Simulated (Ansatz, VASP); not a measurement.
# One calculation of GaN, two programs

POSCAR

```
GaN
1.0
    0.0000000000      2.1498691711      2.1498691711
    2.1498691711      0.0000000000      2.1498691711
    2.1498691711      2.1498691711      0.0000000000
Ga N
1 1
Direct
    0.0000000000      0.0000000000      0.0000000000
    0.5000000000      0.5000000000      0.5000000000
```

File INCAR.step1:

```
PREC = Accurate
ENCUT = 520
ISMEAR = 0
SIGMA = 0.01
LREAL = False
LASPH = True
NELM = 80
NBANDS = 16
GGA = PE
ALGO = Normal
EDIFF = 1E-4
LWAVE = True
LCHARG = False
```

File INCAR.step2:

```
PREC = Accurate
ENCUT = 520
EDIFF = 1E-6
ISMEAR = 0
SIGMA = 0.01
LREAL = False
LASPH = True
NELM = 80
ALGO = Normal
ISIF = 2
LWAVE = False
LCHARG = False
METAGGA = R2SCAN
LMIXTAU = True
NBANDS = 16
ISTART = 1
```

KPOINTS

```
regular mesh
0
Gamma
  8 8 8
```

Input for Ansatz:

```yaml
crystal:
  lattice:
    - [0.0, 2.1498691711, 2.1498691711]
    - [2.1498691711, 0.0, 2.1498691711]
    - [2.1498691711, 2.1498691711, 0.0]
  atoms:
    - { symbol: Ga, position: [0.0, 0.0, 0.0] }
    - { symbol: "N", position: [0.5, 0.5, 0.5] }
kpoints:
  mp_grid: { grid: [8, 8, 8] }
hamiltonian:
  xc: r2scan
scf:
  occupations: { method: fixed }
  n_extra_bands: 4
output:
  forces: true
  stress: true
  eigenvalues: true
```

Alike in both runs: task single point; functional r2SCAN; k mesh 8 × 8 × 8; no spin polarisation.

|  | VASP | Ansatz |
| --- | --- | --- |
| version | VASP 6.6.1 | Ansatz 0.2.0 |
| potentials or method | VASP PAW PBE potentials, release 64 (Ga_d, N) | plane waves, PAW |
| plane-wave cutoff (eV) | 520 | 500 |
| occupations | gaussian, width 0.01 eV | fixed |
| valence electrons in the cell | 18 | 18 |

Ansatz gave:

* gap on the k mesh at the Fermi level (eV): 0.80
* pressure (GPa): -12.5

Problem. Estimate VASP's values.

Solution. gap on the k mesh at the Fermi level (eV): 0.78; pressure (GPa): -11.6.

Caveats: the PAW data sets were made with another functional, which shifts forces and pressure a little (VASP). A k mesh can miss the band edges. r2SCAN opens gaps a little over a GGA but as a rule still falls short of measured ones.
